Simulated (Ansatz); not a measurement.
# MgTe: deformation potentials from a series

```xyz
4
Lattice="4.5400 0.0000 0.0000 -2.2700 3.9318 0.0000 0.0000 0.0000 7.3950" Properties=species:S:1:pos:R:3 pbc="T T T"
Mg    0.0000    2.6212    0.0000
Mg    2.2700    1.3106    3.6975
Te    0.0000    2.6212    2.7361
Te    2.2700    1.3106    6.4336
```

Atoms are numbered in the order listed.

Conventional cell: a = 4.540 Å, b = 4.540 Å, c = 7.395 Å, α = 90.00°, β = 90.00°, γ = 120.00°. Mg (atom 1) is surrounded by 4 Te at 2.74 to 2.79 Å. Around Te (atom 3) lie 4 Mg at 2.74 to 2.79 Å.

The cell is COD entry 1538744, as deposited and not checked against the literature; nothing was relaxed.

No spin–orbit coupling, which matters for the heavy atoms here.

Level of theory: Ansatz 0.2.0, DFT, PBEsol, all-electron LAPW, scalar-relativistic.

Sampling and basis: a Γ-centred 9×9×5 k mesh, Fermi–Dirac smearing of 0.03 eV, basis error target 0.5 meV/atom, no spin polarisation.

The strain is applied along the Cartesian axes of the cell as listed (the other components stay zero). Fractional coordinates are held (clamped ions).

Only quantities that a quadratic follows smoothly over the whole series are listed; rougher ones are left out.

| εzz | direct gap at Γ (eV) |
| --- | --- |
| -0.0300 | 2.599 |
| -0.0200 | 2.540 |
| 0.0000 | 2.418 |
| 0.0100 | 2.355 |
| 0.0200 | 2.292 |
| 0.0300 | 2.229 |

Q: Fit the series and give the slopes at zero strain.

A: Least-squares fits y = p0 + p1 x + p2 x² to the rows give direct gap at Γ (eV): p1 = -6.18, p2 = -4.

Q: One run, at εzz = -0.0100, is withheld. Predict its row.

A: The fits give 2.479; the run gave 2.479.
